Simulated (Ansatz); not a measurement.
## TePb: stiffness from a series of strains

```
CELL_PARAMETERS angstrom
0.00000 3.22700 3.22700
3.22700 0.00000 3.22700
3.22700 3.22700 0.00000
ATOMIC_POSITIONS crystal
Te 0.50000 0.50000 0.50000
Pb 0.00000 0.00000 0.00000
```

Atoms are numbered in the order listed.

Conventional cell: a = 6.454 Å, b = 6.454 Å, c = 6.454 Å, α = 90.00°, β = 90.00°, γ = 90.00°. Te (atom 1) has 6 Pb at 3.23 Å as nearest neighbours. Pb (atom 2) has 6 Te at 3.23 Å as nearest neighbours.

The cell is COD entry 9008696, as deposited and not checked against the literature; nothing was relaxed.

Spin–orbit coupling is left out, though it moves levels of the heavy atoms by tenths of an eV or more.

Computed with DFT, PBEsol, all-electron LAPW, scalar-relativistic (Ansatz 0.2.0).

Sampling and basis: a Γ-centred 10×10×10 k mesh, Fermi–Dirac smearing of 0.03 eV, basis error target 0.5 meV/atom, no spin polarisation.

The strain is applied along the Cartesian axes of the cell as listed (the other components stay zero). Fractional coordinates are held (clamped ions).

σ is the change of stress from the unstrained cell, which is at -0.22 GPa; tension is positive, so slopes are stress–strain coefficients at that pressure.

Only quantities that a quadratic follows smoothly over the whole series are listed; rougher ones are left out.

```tsv
εzz	σzz (GPa)	σxx (GPa)
-0.0200	-2.80	-0.08
0.0000	0.00	0.00
0.0100	1.15	0.04
0.0200	2.15	0.09
```

**Question.** Fit the series and read off the stiffness at zero strain.

**Answer.** Least-squares fits y = p0 + p1 x + p2 x² to the rows give σzz (GPa): p1 = 124, p2 = -810; σxx (GPa): p1 = 4.22, p2 = 16. So C11 = 124 GPa and C12 = 4 GPa, which gives B = (C11 + 2 C12)/3 = 44 GPa.

**Question.** One run, at εzz = -0.0100, is withheld. Predict its row.

**Answer.** The fits give -1.32, -0.04; the run gave -1.31, -0.04.
